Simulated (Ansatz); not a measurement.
Crystal: CdSe (Cadmoselite).

```
Cd Se
1.0
     4.30000    0.00000    0.00000
    -2.15000    3.72391    0.00000
     0.00000    0.00000    7.02000
Cd Se
2 2
Direct
  0.66667 0.33333 0.50000
  0.33333 0.66667 0.00000
  0.66667 0.33333 0.88500
  0.33333 0.66667 0.38500
```

```yaml
Program: Ansatz 0.2.0
Task: relaxation of cell and atoms
Functional: RPBE
Potentials_or_basis: Ansatz PAW
Cutoff: "420 eV (not typed: the program's choice for these potentials)"
k_mesh: 7 × 7 × 4
Occupations: fermi-dirac, width 0.05 eV
Spin: no spin polarisation
```

At the start: volume 28.10 Å³/atom.

Question: How do energy, volume and symmetry change on relaxing?

Answer: It ends after 5 steps and the volume is 31.04 Å³/atom (+10.5 %); space group P6_3mc (No. 186, to 0.05 Å).

The path:
```tsv
step	energy change (eV)	largest force (eV/Å)	volume (Å³)
1	0.0000	0.2875	112.41
2	-0.1714	0.0637	127.28
3	-0.1812	0.0317	124.83
4	-0.1820	0.0049	124.16
5	-0.1840	0.0049	124.16
```

Final structure:
```
Cd Se
1.0
     4.44502    0.00000    0.00000
    -2.22251    3.84950    0.00000
     0.00000    0.00000    7.25625
Cd Se
2 2
Cartesian
  2.2225 1.2832 3.6607
  0.0000 2.5663 0.0326
  2.2225 1.2832 6.3892
  0.0000 2.5663 2.7610
```

Caveat: the plane-wave basis is chosen anew once the cell has moved, so the energies of steps on either side of that aren't comparable; the volume moved by +10 % from the deposited cell, more than functionals usually miss; the PAW data sets come from PBE, with cores solved anew for the run's functional, which leaves a small shift of forces and pressure.
